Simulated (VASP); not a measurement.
TiAl3: equation of state with PBE

Crystal: TiAl3.

```
Ti Al
1.0
     3.95567    0.00000    0.00000
     0.00000    3.95567    0.00000
     0.00000    0.00000    3.95567
Ti Al
1 3
Direct
  0.00000 0.00000 0.00000
  0.00000 0.50000 0.50000
  0.50000 0.00000 0.50000
  0.50000 0.50000 0.00000
```

The cell comes from a database or a generator and needn't be the stable form of this composition.

```json
{
 "Program": "VASP 6.6.1",
 "Task": "equation of state",
 "Functional": "PBE",
 "Potentials or basis": "VASP PAW PBE potentials, release 64 (Ti_sv, Al)",
 "Cutoff": "520 eV",
 "k mesh": "7 × 7 × 7",
 "Occupations": "fermi-dirac, width 0.05 eV",
 "Spin": "no spin polarisation",
 "Further INCAR settings": "ALGO = Normal; EDIFF = 1e-07; NBANDS = 18"
}
```

```
Equilibrium volume                      : 15.76 Å³/atom
Bulk modulus                            : 106 GPa
Pressure derivative of the bulk modulus : 4.1
```

Energy against volume, from the lowest point:
| volume (Å³/atom) | energy (meV/atom) |
| --- | --- |
| 14.545 | 35.57 |
| 14.855 | 19.09 |
| 15.164 | 8.01 |
| 15.474 | 1.80 |
| 15.783 | 0.00 |
| 16.093 | 2.19 |
| 16.402 | 7.99 |

All runs of the series together: 2.4 min on 1 thread of Intel(R) Xeon(R) Platinum 8375C CPU @ 2.90GHz (Ice Lake) (shared host).
